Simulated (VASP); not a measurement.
# GaAs (F-43m) in VASP: notebook, part 2 of 2

VASP 6.6.1. Earlier steps stand in the parts before.

## (3) Band structure, rSCAN

Input file INCAR:

```
SYSTEM = GaAs
PREC = Accurate
ENCUT = 520
EDIFF = 1E-7
ISMEAR = -1
SIGMA = 0.05
LREAL = .FALSE.
LASPH = .TRUE.
NELM = 80
ALGO = Normal
ISIF = 2
LWAVE = .FALSE.
LCHARG = .FALSE.
METAGGA = RSCAN
LMIXTAU = .TRUE.
```

Input file KPOINTS:

```
Automatic mesh
0
G
  8 8 8
  0 0 0
```

Input file POSCAR:

```
GaAs
1.0
    0.0000000000      2.8268500000      2.8268500000
    2.8268500000      0.0000000000      2.8268500000
    2.8268500000      2.8268500000      0.0000000000
As Ga
1 1
Direct
    0.7500000000      0.7500000000      0.7500000000
    0.0000000000      0.0000000000      0.0000000000
```

Input file KPOINTS_OPT:

```
path GXWKGLUWLK,UX
15
line-mode
reciprocal
 0.0000000000  0.0000000000  0.0000000000  G
 0.5000000000  0.0000000000  0.5000000000  X

 0.5000000000  0.0000000000  0.5000000000  X
 0.5000000000  0.2500000000  0.7500000000  W

 0.5000000000  0.2500000000  0.7500000000  W
 0.3750000000  0.3750000000  0.7500000000  K

 0.3750000000  0.3750000000  0.7500000000  K
 0.0000000000  0.0000000000  0.0000000000  G

 0.0000000000  0.0000000000  0.0000000000  G
 0.5000000000  0.5000000000  0.5000000000  L

 0.5000000000  0.5000000000  0.5000000000  L
 0.6250000000  0.2500000000  0.6250000000  U

 0.6250000000  0.2500000000  0.6250000000  U
 0.5000000000  0.2500000000  0.7500000000  W

 0.5000000000  0.2500000000  0.7500000000  W
 0.5000000000  0.5000000000  0.5000000000  L

 0.5000000000  0.5000000000  0.5000000000  L
 0.3750000000  0.3750000000  0.7500000000  K

 0.6250000000  0.2500000000  0.6250000000  U
 0.5000000000  0.0000000000  0.5000000000  X
```

Potentials or basis: VASP PAW PBE potentials, release 64 (As, Ga_d).

Started as:

```
> cat potpaw_PBE.64/As/POTCAR potpaw_PBE.64/Ga_d/POTCAR > POTCAR
> mpirun -np 1 vasp_std > vasp.out
```

OUTCAR:

```text
SYSTEM = GaAs
   PREC = Accurate
   ENCUT = 520
   EDIFF = 1E-7
   ISMEAR = -1
   LREAL = .FALSE.
   LASPH = .TRUE.
   NELM = 80
   ISIF = 2
   METAGGA = RSCAN

 ion  position               nearest neighbor table
   1  0.750  0.750  0.750-   2 2.45   2 2.45   2 2.45   2 2.45
   2  0.000  0.000  0.000-   1 2.45   1 2.45   1 2.45   1 2.45

  LATTYP: Found a face centered cubic cell.
 ALAT       =     5.6537000000

  Lattice vectors:

 A1 = (   0.0000000000,   2.8268500000,   2.8268500000)
 A2 = (   2.8268500000,   0.0000000000,   2.8268500000)
 A3 = (   2.8268500000,   2.8268500000,   0.0000000000)

Analysis of symmetry for initial positions (statically):
=====================================================================
 Subroutine PRICEL returns:
 Original cell was already a primitive cell.

 Routine SETGRP: Setting up the symmetry group for a
 face centered cubic supercell.

 Subroutine GETGRP returns: Found 24 space group operations
 (whereof 24 operations were pure point group operations)
 out of a pool of 48 trial point group operations.

The static configuration has the point symmetry T_d .

[... 174 lines left out ...]
      5     -11.5616      2.00000
      6      -9.5594      2.00000
      7       3.6453      1.99993
      8       3.6456      1.99993
      9       3.6458      1.99993
     10       4.6088      0.00023
     11       7.6803      0.00000
     12       7.6805      0.00000
     13       7.6806      0.00000
[... 354 lines left out ...]
  band No.  band energies     occupation
      1     -11.7449      2.00000
      2     -11.6230      2.00000
      3     -11.6159      2.00000
      4     -11.5662      2.00000
      5     -11.5581      2.00000
      6      -7.3566      2.00000
      7      -3.0043      2.00000
      8       0.3492      2.00000
      9       1.6499      2.00000
     10       7.0199      0.00000
     11       8.1684      0.00000
     12      10.4210      0.00000
     13      11.8535      0.00000

 [... further k-points ...]

------------------------ aborting loop because EDIFF is reached ----------------------------------------

  FORCE on cell =-STRESS in cart. coord.  units (eV):
  Direction    XX          YY          ZZ          XY          YZ          ZX
  --------------------------------------------------------------------------------------
  -------------------------------------------------------------------------------------
  Total        0.1626526      0.1626526      0.1626526      0.0000000      0.0000000      0.0000000
  in kB        5.7681077      5.7681077      5.7681077      0.0000000      0.0000000      0.0000000
  external PRESSURE =       5.7681077 kB  Pullay stress =       0.0000000 kB

 VOLUME and BASIS-vectors are now :
 -----------------------------------------------------------------------------
  energy-cutoff  :      520.00
  volume of cell :       45.18
      direct lattice vectors                 reciprocal lattice vectors
     0.000000000  2.826850000  2.826850000    -0.176875321  0.176875321  0.176875321
     2.826850000  0.000000000  2.826850000     0.176875321 -0.176875321  0.176875321
     2.826850000  2.826850000  0.000000000     0.176875321  0.176875321 -0.176875321

 POSITION                                       TOTAL-FORCE (eV/Angst)
 -----------------------------------------------------------------------------------
      4.24027      4.24027      4.24027         0.000000      0.000000     -0.000000
      0.00000      0.00000      0.00000        -0.000000     -0.000000      0.000000
 -----------------------------------------------------------------------------------
    total drift:                               -0.000011     -0.000011     -0.000011

  FREE ENERGIE OF THE ION-ELECTRON SYSTEM (eV)
  ---------------------------------------------------
  free  energy   TOTEN  =       -44.6478570856 eV

  energy  without entropy=      -44.6478565941  energy(sigma->0) =      -44.64785684
```

OSZICAR:

```text
N       E                     dE             d eps       ncg     rms          rms(c)
DAV:   1     0.419762921643E+02    0.41976E+02   -0.93975E+03   762   0.195E+03
DAV:   2    -0.404165712732E+02   -0.82393E+02   -0.79959E+02   824   0.333E+02
DAV:   3    -0.465262529278E+02   -0.61097E+01   -0.60842E+01   969   0.766E+01
DAV:   4    -0.466227396967E+02   -0.96487E-01   -0.96448E-01   846   0.108E+01
DAV:   5    -0.466242869056E+02   -0.15472E-02   -0.15471E-02   937   0.115E+00    0.297E+00
DAV:   6    -0.446128401765E+02    0.20114E+01   -0.57397E-01   912   0.162E+01    0.179E+00
DAV:   7    -0.447232131977E+02   -0.11037E+00   -0.36262E-01   864   0.777E+00    0.790E-01
DAV:   8    -0.446275304361E+02    0.95683E-01   -0.12739E-01   809   0.502E+00    0.364E-01
DAV:   9    -0.445470358895E+02    0.80495E-01   -0.24865E-01   799   0.467E+00    0.256E-01
DAV:  10    -0.445684926910E+02   -0.21457E-01   -0.80491E-02   754   0.275E+00    0.759E-02
[... 53 further cycles ...]
DAV:   8    -0.383256481892E+04   -0.45477E-07      687
       N       E                     dE             ncg
DAV:   1     0.146767435175E+05   -0.33919E+04      130
DAV:   2     0.142517945954E+05   -0.42495E+03      140
DAV:   3     0.142232816539E+05   -0.28513E+02      175
DAV:   4     0.142228563173E+05   -0.42534E+00      170
DAV:   5     0.142228495865E+05   -0.67308E-02      170
DAV:   6     0.142228492818E+05   -0.30471E-03      192
DAV:   7     0.142228492787E+05   -0.31052E-05      165
DAV:   8     0.142228492786E+05   -0.12672E-06      133
DAV:   9     0.142228492786E+05   -0.75488E-08      135
```

stdout:

```text
POSCAR found type information on POSCAR AsGa
 POSCAR found :  2 types and       2 ions
 scaLAPACK will be used
 -----------------------------------------------------------------------------
|                                                                             |
|                                                                             |
|     You enforced a specific xc type in the INCAR file but a different       |
|     I HOPE YOU KNOW WHAT YOU ARE DOING!                                     |
|                                                                             |
 -----------------------------------------------------------------------------

 LDA part: xc-table for (None), standard interpolation
 POSCAR, INCAR and KPOINTS ok, starting setup
 FFT: planning ... GRIDC
 FFT: planning ... GRID_SOFT
 FFT: planning ... GRID
 WAVECAR not read
 entering main loop
 Start KPOINTS_OPT (optional k-point list driver)
k-point batch [1-29\150]
k-point batch [30-58\150]
k-point batch [59-87\150]
k-point batch [88-116\150]
k-point batch [117-145\150]
k-point batch [146-150\150]
```

It took 3.2 min on 1 thread of Intel Xeon Platinum 8375C at 2.90GHz (Ice Lake), shared host; peak memory 0.18 GiB.

Results:

* Free energy: -44.6479 eV
* Pressure: 0.6 GPa
* Band gap on the k mesh: 0.96 eV, direct
* Band gap along the path: 0.96 eV, direct

Levels at the corners of the path, in eV from the valence-band top:
| point | band 7 | band 8 | band 9 | band 10 | band 11 | band 12 |
| --- | --- | --- | --- | --- | --- | --- |
| Γ | 0.00 | 0.00 | 0.00 | 0.96 | 4.03 | 4.03 |
| X | -6.99 | -2.77 | -2.77 | 1.75 | 1.94 | 10.84 |
| X | -6.99 | -2.77 | -2.77 | 1.75 | 1.94 | 10.84 |
| W | -6.80 | -3.64 | -3.43 | 5.01 | 5.06 | 5.89 |
| W | -6.80 | -3.64 | -3.43 | 5.01 | 5.06 | 5.89 |
| K | -6.80 | -3.97 | -2.34 | 2.26 | 5.01 | 8.52 |
| K | -6.80 | -3.97 | -2.34 | 2.26 | 5.01 | 8.52 |
| Γ | 0.00 | 0.00 | 0.00 | 0.96 | 4.03 | 4.03 |
| Γ | 0.00 | 0.00 | 0.00 | 0.96 | 4.03 | 4.03 |
| L | -6.81 | -1.18 | -1.18 | 1.34 | 4.98 | 4.98 |
| L | -6.81 | -1.18 | -1.18 | 1.34 | 4.98 | 4.98 |
| U | -6.80 | -3.97 | -2.34 | 2.26 | 5.01 | 8.52 |
| U | -6.80 | -3.97 | -2.34 | 2.26 | 5.01 | 8.52 |
| W | -6.80 | -3.64 | -3.43 | 5.01 | 5.06 | 5.89 |
| W | -6.80 | -3.64 | -3.43 | 5.01 | 5.06 | 5.89 |
| L | -6.81 | -1.18 | -1.18 | 1.34 | 4.98 | 4.98 |
| L | -6.81 | -1.18 | -1.18 | 1.34 | 4.98 | 4.98 |
| K | -6.80 | -3.97 | -2.34 | 2.26 | 5.01 | 8.52 |
| U | -6.80 | -3.97 | -2.34 | 2.26 | 5.01 | 8.52 |
| X | -6.99 | -2.77 | -2.77 | 1.75 | 1.94 | 10.84 |

Caveat: the PAW data sets were made with another functional, which shifts forces and pressure a little.

## (4) Band structure, PBE0

POSCAR is that of step 3.

Input file INCAR.step1:

```
PREC     = Accurate       # precision mode
ENCUT    = 520            # plane-wave cutoff, eV
EDIFF    = 1E-5           # SCF threshold, eV
ISMEAR   = -1             # smearing method
SIGMA    = 0.05           # smearing width, eV
LREAL    = False          # projectors in reciprocal space
LASPH    = True           # aspherical terms in the spheres
NELM     = 60             # most SCF steps
ALGO     = Normal         # electronic algorithm
ISIF     = 2              # what is computed and relaxed
LWAVE    = True           # write WAVECAR
LCHARG   = False          # write CHGCAR
GGA      = PE             # functional
```

Input file INCAR.step2:

```
PREC     = Accurate       # precision mode
ENCUT    = 520            # plane-wave cutoff, eV
EDIFF    = 1E-6           # SCF threshold, eV
ISMEAR   = -1             # smearing method
SIGMA    = 0.05           # smearing width, eV
LREAL    = False          # projectors in reciprocal space
LASPH    = True           # aspherical terms in the spheres
NELM     = 60             # most SCF steps
ALGO     = Normal         # electronic algorithm
ISIF     = 2              # what is computed and relaxed
LWAVE    = False          # write WAVECAR
LCHARG   = False          # write CHGCAR
GGA      = PE             # functional
LHFCALC  = True           # exact exchange
AEXX     = 0.25           # exact-exchange fraction
PRECFOCK = Fast         
HFRCUT   = -1           
ISTART   = 1
```

Input file KPOINTS:

```
regular mesh
0
Gamma
  4 4 4
```

KPOINTS_OPT, as its differences from that of step 3:

```diff
@@ -1,3 +1,3 @@
 path GXWKGLUWLK,UX
-15
+12
 line-mode
```

Potentials or basis: VASP PAW PBE potentials, release 64 (As, Ga_d).

Started as:

```
> cat potpaw_PBE.64/As/POTCAR potpaw_PBE.64/Ga_d/POTCAR > POTCAR
> cp INCAR.step1 INCAR
> mpirun -np 1 vasp_std > vasp.out
> cp INCAR.step2 INCAR
> mpirun -np 1 vasp_std > vasp.out
```

OUTCAR:

```text
PREC = Accurate
   ENCUT = 520
   EDIFF = 1E-6
   ISMEAR = -1
   LREAL = False
   LASPH = True
   NELM = 60
   ISIF = 2
   GGA = PE
   LHFCALC = True
   AEXX = 0.25
   PRECFOCK = Fast
   ISTART = 1

 ion  position               nearest neighbor table
   1  0.750  0.750  0.750-   2 2.45   2 2.45   2 2.45   2 2.45
   2  0.000  0.000  0.000-   1 2.45   1 2.45   1 2.45   1 2.45

  LATTYP: Found a face centered cubic cell.
 ALAT       =     5.6537000000

[... 305 lines left out ...]
     13      10.7460      0.00000

------------------------ aborting loop because EDIFF is reached ----------------------------------------

  FORCE on cell =-STRESS in cart. coord.  units (eV):
  Direction    XX          YY          ZZ          XY          YZ          ZX
  --------------------------------------------------------------------------------------
  -------------------------------------------------------------------------------------
  Total        0.2804933      0.2804933      0.2804933      0.0000000      0.0000000     -0.0000000
  in kB        9.9470625      9.9470625      9.9470625      0.0000000      0.0000000     -0.0000000
  external PRESSURE =       9.9470625 kB  Pullay stress =       0.0000000 kB

 VOLUME and BASIS-vectors are now :
 -----------------------------------------------------------------------------
  energy-cutoff  :      520.00
  volume of cell :       45.18
      direct lattice vectors                 reciprocal lattice vectors
     0.000000000  2.826850000  2.826850000    -0.176875321  0.176875321  0.176875321
     2.826850000  0.000000000  2.826850000     0.176875321 -0.176875321  0.176875321
     2.826850000  2.826850000  0.000000000     0.176875321  0.176875321 -0.176875321

 POSITION                                       TOTAL-FORCE (eV/Angst)
 -----------------------------------------------------------------------------------
      4.24027      4.24027      4.24027        -0.000000     -0.000000     -0.000000
      0.00000      0.00000      0.00000         0.000000      0.000000      0.000000
 -----------------------------------------------------------------------------------
    total drift:                               -0.000001      0.000008      0.000005

  FREE ENERGIE OF THE ION-ELECTRON SYSTEM (eV)
  ---------------------------------------------------
  free  energy   TOTEN  =       -10.5881490701 eV

  energy  without entropy=      -10.5881490701  energy(sigma->0) =      -10.58814907
```

Wall time 21 min (1 thread of Intel Xeon Platinum 8488C (Sapphire Rapids), shared host); peak memory 0.19 GiB.

Results:

```yaml
Free_energy: -10.5881 eV
Pressure: 1.0 GPa
Band_gap_on_the_k_mesh: 2.15 eV, direct
Band_gap_along_the_path: 2.15 eV, direct
```

Levels at the corners of the path, in eV from the valence-band top:
```tsv
point	band 5	band 6	band 7	band 8	band 9	band 10	band 11	band 12	band 13
Γ	-17.37	-14.06	0.00	0.00	0.00	2.15	5.25	5.25	5.25
X	-17.36	-11.29	-7.46	-2.94	-2.94	2.77	3.05	12.28	12.28
X	-17.36	-11.29	-7.46	-2.94	-2.94	2.77	3.05	12.28	12.28
W	-17.37	-11.21	-7.23	-3.86	-3.62	6.17	6.36	7.12	7.57
W	-17.37	-11.21	-7.23	-3.86	-3.62	6.17	6.36	7.12	7.57
K	-17.36	-11.31	-7.23	-4.23	-2.49	3.35	6.23	9.84	9.94
K	-17.36	-11.31	-7.23	-4.23	-2.49	3.35	6.23	9.86	9.95
Γ	-17.37	-14.06	0.00	0.00	0.00	2.15	5.25	5.25	5.25
Γ	-17.37	-14.06	0.00	0.00	0.00	2.15	5.25	5.25	5.25
L	-17.37	-12.12	-7.28	-1.25	-1.25	2.48	6.18	6.18	9.37
L	-17.37	-12.12	-7.28	-1.25	-1.25	2.48	6.18	6.18	9.37
U	-17.36	-11.31	-7.23	-4.23	-2.49	3.35	6.23	9.84	9.94
U	-17.36	-11.31	-7.23	-4.23	-2.49	3.35	6.23	9.84	9.95
W	-17.37	-11.21	-7.23	-3.86	-3.62	6.17	6.36	7.12	7.57
W	-17.37	-11.21	-7.23	-3.86	-3.62	6.17	6.36	7.12	7.57
L	-17.37	-12.12	-7.28	-1.25	-1.25	2.48	6.18	6.18	9.37
L	-17.37	-12.12	-7.28	-1.25	-1.25	2.48	6.18	6.18	9.37
K	-17.36	-11.31	-7.23	-4.23	-2.49	3.35	6.23	9.85	9.99
U	-17.36	-11.31	-7.23	-4.23	-2.49	3.35	6.23	9.84	9.95
X	-17.36	-11.29	-7.46	-2.94	-2.94	2.77	3.05	12.28	12.30
```

Caveat: the k mesh is coarse (spacing up to 0.48 Å⁻¹), so the values aren't converged, least of all with exact exchange; the PAW data sets were made with another functional, which shifts forces and pressure a little.

## (5) Summary

```csv
level,k mesh,further INCAR settings,grid for exact exchange (PRECFOCK),exchange at q = 0,mesh quality,gap on the mesh (eV),pressure (GPa)
SCAN,8 × 8 × 8,ALGO = Normal; EDIFF = 1e-07,-,-,not flagged,0.72,0.4
rSCAN,8 × 8 × 8,ALGO = Normal; EDIFF = 1e-07,-,-,not flagged,0.96,0.6
PBE0,4 × 4 × 4,ALGO = Normal; EDIFF = 1e-06,Fast,truncated,coarse,2.15,1.0
```

Alike in all rows: task band structure; potentials or basis VASP PAW PBE potentials, release 64 (As, Ga_d); no spin polarisation; cell as given; cutoff (eV) 520; smearing fermi-dirac 0.05 eV.

Caveats: some runs use coarse meshes; the PAW data sets were made with another functional, which shifts forces and pressure a little.

Absolute energies hang on the potentials; compare differences alone.

## (6) Comparison with measurements

Step 2. A measured gap of GaAs is 1.412 eV (direct; 300 K; “Evidence of valence band perturbations in GaAsN/GaAs(001): A combined variable-angle spectroscopic ellipsometry and modulated photoreflectance investigation”, 2008, arxiv:0805.2212); the calculated 0.72 eV misses it by -0.69 eV. 3 values of this kind are on record (1.412 to 1.51 eV); this one was drawn at random among those near their median, those with a stated uncertainty first. Spin-orbit coupling on As, Ga is left out. The value is that of SCAN, without temperature or zero-point motion.

Step 3. Measured gap of GaAs: 1.418 eV (direct; 300 K; “Evidence of valence band perturbations in GaAsN/GaAs(001): A combined variable-angle spectroscopic ellipsometry and modulated photoreflectance investigation”, 2008, arxiv:0805.2212). This calculation gives 0.96 eV (-0.46 eV). 3 values of this kind are on record (1.412 to 1.51 eV); this one was drawn at random among those near their median, those with a stated uncertainty first. Spin-orbit coupling on As, Ga is left out. The value is that of rSCAN, without temperature or zero-point motion.
